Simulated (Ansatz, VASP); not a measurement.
## Two plane-wave programs on Sb

```
CELL_PARAMETERS angstrom
-1.52924 1.52924 2.75262
1.52924 -1.52924 2.75262
1.52924 1.52924 -2.75262
ATOMIC_POSITIONS crystal
Sb 0.00000 0.00000 0.00000
```

Change from the starting cell: strain -0.030 along x and y, +0.015 along z, atoms carried along.

Alike in both runs: task single point; functional PBEsol; k mesh 22 × 22 × 22; occupations gaussian, width 0.15 eV; no spin polarisation.

```csv
,VASP,Ansatz
version,VASP 6.6.1,Ansatz 0.2.0
potentials or method,"VASP PAW PBE potentials, release 64 (Sb)","scalar-relativistic, plane waves, PAW"
plane-wave cutoff (eV),520,420
valence electrons in the cell,5,15
```

|  | VASP | Ansatz | Ansatz less VASP |
| --- | --- | --- | --- |
| gap on the k mesh at the Fermi level (eV) | none | none | - |
| pressure (GPa) | 2.7 | 2.7 | -0.05 |
| largest component of the traceless stress (GPa) | 1.41 | 1.33 | -0.081 |

A gap of «none» marks a metal or a gap that the smearing closes. The two sets of potentials don't hold the same shells in valence.

Caveats: the PAW data sets were made with another functional, which shifts forces and pressure a little (VASP). The runs have no spin-orbit coupling, so splittings on Sb are missing.
